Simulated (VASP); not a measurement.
# ZnO (P6_3mc) in VASP: phonons with LDA

Aim: the phonons of ZnO with LDA.

Program: VASP 6.6.1. These are calculated values, not measurements. Logs are shortened: lines on timing, memory, paths and dates and some standing lists are left out, and cuts for length are marked.

## Step 1: The crystal as given

It takes space group P6_3mc (No. 186, hexagonal). Conventional cell: a = 3.249 Å, b = 3.249 Å, c = 5.204 Å, α = 90.00°, β = 90.00°, γ = 120.00°. Zn (site symmetry 3m) has 4 O at 1.97 to 1.99 Å as nearest neighbours. O (site symmetry 3m) is surrounded by 4 Zn at 1.97 to 1.99 Å.

## Step 2: Phonons, LDA

POSCAR

```
ZnO
1.0
    3.2494000000      0.0000000000      0.0000000000
   -1.6247000000      2.8140629500      0.0000000000
    0.0000000000      0.0000000000      5.2038000000
Zn O
2 2
Direct
    0.3333333300      0.6666666700      0.0000000000
    0.6666666700      0.3333333300      0.5000000000
    0.3333333300      0.6666666700      0.3830000000
    0.6666666700      0.3333333300      0.8830000000
```

INCAR.step1

```
SYSTEM = ZnO
PREC = Accurate
ENCUT = 580
EDIFF = 1E-8
ISMEAR = 0
SIGMA = 0.02
LREAL = .False.
LASPH = .True.
NELM = 80
ALGO = Normal
ISIF = 3
LWAVE = .False.
LCHARG = .False.
IBRION = 2
NSW = 40
EDIFFG = -0.002
```

INCAR.step2

```
SYSTEM = ZnO
PREC = Accurate
ENCUT = 580
EDIFF = 1E-8
ISMEAR = 0
SIGMA = 0.02
LREAL = .False.
LASPH = .True.
NELM = 80
ALGO = Normal
ISIF = 2
LWAVE = .False.
LCHARG = .False.
IBRION = 8
NSW = 1
```

KPOINTS

```
Automatic mesh
0
Gamma
  9 9 6
  0 0 0
```

Potentials or basis: VASP PAW LDA potentials, release 64 (Zn, O).

Run with:

```bash
$ cat potpaw_LDA.64/Zn/POTCAR potpaw_LDA.64/O/POTCAR > POTCAR
$ cp INCAR.step1 INCAR
$ mpirun -np 1 vasp_std > vasp.out
$ cp CONTCAR POSCAR
$ cp INCAR.step2 INCAR
$ mpirun -np 1 vasp_std > vasp.out
```

OUTCAR:

```text
SYSTEM = ZnO
   PREC = Accurate
   ENCUT = 580
   EDIFF = 1E-8
   ISMEAR = 0
   LREAL = .False.
   LASPH = .True.
   NELM = 80
   ISIF = 2
   IBRION = 8
   NSW = 1

 ion  position               nearest neighbor table
   1  0.333  0.667  0.002-   4 1.95   4 1.95   4 1.95   3 1.95
   2  0.667  0.333  0.502-   3 1.95   3 1.95   3 1.95   4 1.95
   3  0.333  0.667  0.381-   2 1.95   2 1.95   2 1.95   1 1.95
   4  0.667  0.333  0.881-   1 1.95   1 1.95   1 1.95   2 1.95

  LATTYP: Found a hexagonal cell.
 ALAT       =     3.1941325055
 C/A-ratio  =     1.6168066924

  Lattice vectors:

 A1 = (   3.1941325055,   0.0000000000,   0.0000000000)
 A2 = (  -1.5970662528,   2.7661998956,   0.0000000000)
 A3 = (   0.0000000000,   0.0000000000,   5.1642948114)

Analysis of symmetry for initial positions (statically):
=====================================================================
 Subroutine PRICEL returns:
 Original cell was already a primitive cell.

 Routine SETGRP: Setting up the symmetry group for a
 hexagonal supercell.

 Subroutine GETGRP returns: Found 12 space group operations
 (whereof  6 operations were pure point group operations)
 out of a pool of 24 trial point group operations.

The static configuration has the point symmetry C_3v.
 The point group associated with its full space group is C_6v.

Analysis of symmetry for dynamics (positions and initial velocities):
=====================================================================
 Subroutine PRICEL returns:
 Original cell was already a primitive cell.

 Routine SETGRP: Setting up the symmetry group for a
 hexagonal supercell.

 Subroutine GETGRP returns: Found 12 space group operations
 (whereof  6 operations were pure point group operations)
 out of a pool of 24 trial point group operations.
[... 797 lines left out ...]
  free  energy   TOTEN  =       -21.1618598947 eV

  energy  without entropy=      -21.1618598947  energy(sigma->0) =      -21.16185989

[... ionic steps 2 to 9 ...]

--------------------------------------- Ionic step       10  -------------------------------------------

------------------------ aborting loop because EDIFF is reached ----------------------------------------

[... ionic steps 11 to 11 ...]

--------------------------------------- Ionic step       12  -------------------------------------------

 Free energy of the ion-electron system (eV)
  ---------------------------------------------------
  ---------------------------------------------------
  free energy    TOTEN  =        -0.37168177 eV

  energy without entropy =       -0.37168177

------------------------ aborting loop because EDIFF is reached ----------------------------------------

 INTERNAL STRAIN TENSOR  FOR ION    3  DIRECTION 3   (eV/Angst):
 -----------------------------------------------------------------------------
     5.16335  0.00000  0.00000
     0.00000  5.16335  0.00000
     0.00000  0.00000-10.10321

 INTERNAL STRAIN TENSOR FOR ION    4 for displacements in x,y,z  (eV/Angst):
          X           Y           Z          XY          YZ          ZX
  --------------------------------------------------------------------------------
  x     0.00000     0.00000     0.00000     8.94512     0.00000     5.01445
  y     8.94512    -8.94512    -0.00000     0.00000     5.23221    -0.00000
  z     5.16335     5.16335   -10.10321     0.00000    -0.00000     0.00000

 SECOND DERIVATIVES (NOT SYMMETRIZED)
 ------------------------------------
               1X          1Y          1Z          2X          2Y          2Z          3X          3Y          3Z          4X          4Y          4Z
  1X    -8.423213    0.000000   -0.000000    0.341088    0.000000   -0.000000   -0.015868    0.000000   -0.000000    8.097993    0.000000    0.000000
  1Y    -0.000000   -8.423213    0.000000   -0.000000    0.341088    0.000000    0.000000   -0.015868    0.000000    0.000000    8.097993   -0.000000
  1Z     0.000000   -0.000000  -12.542308    0.000000    0.000000    5.114872    0.000000    0.000000    5.650450    0.000000    0.000000    1.776985
  2X     0.341088   -0.000000    0.000000   -8.423213    0.000000    0.000000    8.097993    0.000000   -0.000000   -0.015868    0.000000    0.000000
  2Y     0.000000    0.341088    0.000000    0.000000   -8.423213   -0.000000    0.000000    8.097993    0.000000    0.000000   -0.015868   -0.000000
  2Z     0.000000    0.000000    5.114872    0.000000    0.000000  -12.542308    0.000000    0.000000    1.776985    0.000000    0.000000    5.650450
  3X    -0.009646    0.000000   -0.000000    8.112291    0.000000    0.000000   -9.092836    0.000000   -0.000000    0.990191    0.000000    0.000000
  3Y     0.000000   -0.009646    0.000000    0.000000    8.112291    0.000000    0.000000   -9.092836    0.000000    0.000000    0.990191    0.000000
  3Z     0.000000    0.000000    5.667485    0.000000   -0.000000    1.733960    0.000000    0.000000  -12.649051    0.000000    0.000000    5.247607
  4X     8.112291   -0.000000   -0.000000   -0.009646    0.000000    0.000000    0.990191    0.000000    0.000000   -9.092836    0.000000    0.000000
  4Y    -0.000000    8.112291    0.000000    0.000000   -0.009646    0.000000    0.000000    0.990191   -0.000000   -0.000000   -9.092836   -0.000000
  4Z    -0.000000    0.000000    1.733960    0.000000    0.000000    5.667485    0.000000    0.000000    5.247607    0.000000    0.000000  -12.649051

 Eigenvectors and eigenvalues of the dynamical matrix
 ----------------------------------------------------

   1 f  =   16.657878 THz   104.664534 2PiTHz  555.646998 cm-1    68.891417 meV
             X         Y         Z           dx          dy          dz
     -0.000000  1.844133  0.011885    -0.000000    0.000000    0.097668
      1.597066  0.922067  2.594032     0.000000   -0.000000   -0.097668
     -0.000000  1.844133  1.966040    -0.000000    0.000000   -0.700329
      1.597066  0.922067  4.548188     0.000000   -0.000000    0.700329
[... 71 lines left out ...]
  12 f/i=    0.008275 THz     0.051991 2PiTHz    0.276009 cm-1     0.034221 meV
             X         Y         Z           dx          dy          dz
     -0.000000  1.844133  0.011885    -0.000000    0.000000    0.633585
      1.597066  0.922067  2.594032    -0.000000    0.000000    0.633585
     -0.000000  1.844133  1.966040    -0.000000    0.000000    0.313958
      1.597066  0.922067  4.548188    -0.000000    0.000000    0.313958

--------------------------------------------------------------------------------------------------------

 ELASTIC MODULI CONTR FROM IONIC RELAXATION (kBar)
 Direction    XX          YY          ZZ          XY          YZ          ZX
 --------------------------------------------------------------------------------
 XX        -819.4150    315.0596    491.2815     -0.0000      0.0000     -0.0000
 YY         315.0596   -819.4150    491.2815      0.0000     -0.0000     -0.0000
 ZZ         491.2815    491.2815   -957.0932      0.0000     -0.0000      0.0000
 XY          -0.0000      0.0000      0.0000   -567.2373     -0.0000     -0.0000
 YZ           0.0000      0.0000     -0.0000     -0.0000   -222.4489      0.0000
 ZX          -0.0000     -0.0000      0.0000      0.0000      0.0000   -221.2892
 --------------------------------------------------------------------------------
```

OSZICAR.step1:

```text
N       E                     dE             d eps       ncg     rms          rms(c)
DAV:   1     0.293697690638E+03    0.29370E+03   -0.20145E+04  2112   0.256E+03
DAV:   2     0.702563246883E+01   -0.28667E+03   -0.27597E+03  2280   0.461E+02
[... 106 lines left out ...]
  10 F= -.21165673E+02 E0= -.21165673E+02  d E =-.354097E-04
       N       E                     dE             d eps       ncg     rms          rms(c)
DAV:   1    -0.211656768362E+02   -0.38142E-05   -0.15564E-04  2446   0.142E-01    0.134E-02
DAV:   2    -0.211656746196E+02    0.22166E-05   -0.14157E-05  2678   0.665E-02    0.633E-03
DAV:   3    -0.211656739562E+02    0.66340E-06   -0.47351E-07  3040   0.136E-02    0.314E-03
DAV:   4    -0.211656737712E+02    0.18499E-06   -0.32875E-07  3026   0.854E-03    0.413E-04
DAV:   5    -0.211656737758E+02   -0.46020E-08   -0.69015E-08  2142   0.268E-03
  11 F= -.21165674E+02 E0= -.21165674E+02  d E =-.758906E-06
```

It took 12 min on 1 thread of Intel Xeon Platinum 8488C (Sapphire Rapids), shared host; peak memory 0.62 GiB.

What came out:

```yaml
Relaxed_volume: 11.41 Å³/atom
Relaxed_cell: a = 3.194 Å, b = 3.194 Å, c = 5.164 Å, α = 90.00°, β = 90.00°, γ = 120.00°
Space_group_after_relaxing_to_0.05_Å: P6_3mc (No. 186)
Highest_phonon_frequency_at_Γ_LO-TO_splitting_left_out: 556 cm⁻¹
```

The path:
```
step  energy change (eV)  largest force (eV/Å)  pressure (GPa)  volume (Å³)
   1              0.0000                0.0677           -6.15        47.58
   2             -0.0254                0.0402            4.22        44.51
   3             -0.0395                0.0522            0.03        45.62
   4             -0.0395                0.0518            0.14        45.58
   5             -0.0399                0.0256            0.15        45.58
   6             -0.0402                0.0174            0.14        45.59
   7             -0.0405                0.0126            0.05        45.62
   8             -0.0407                0.0019           -0.20        45.68
   9             -0.0408                0.0021            0.00        45.63
  10             -0.0408                0.0020           -0.02        45.63
  11             -0.0408                0.0003           -0.01        45.63
```

Final structure:
```xyz
4
Lattice="3.1941 0.0000 0.0000 -1.5971 2.7662 0.0000 0.0000 0.0000 5.1643" Properties=species:S:1:pos:R:3 pbc="T T T"
Zn    0.0000    1.8441    0.0119
Zn    1.5971    0.9221    2.5940
O     0.0000    1.8441    1.9660
O     1.5971    0.9221    4.5482
```

Phonon frequencies in cm⁻¹ (negative: imaginary):
```csv
q point,frequencies
"(0.000, 0.000, 0.000)",0 0 0 89 89 262 396 414 414 447 447 556
```
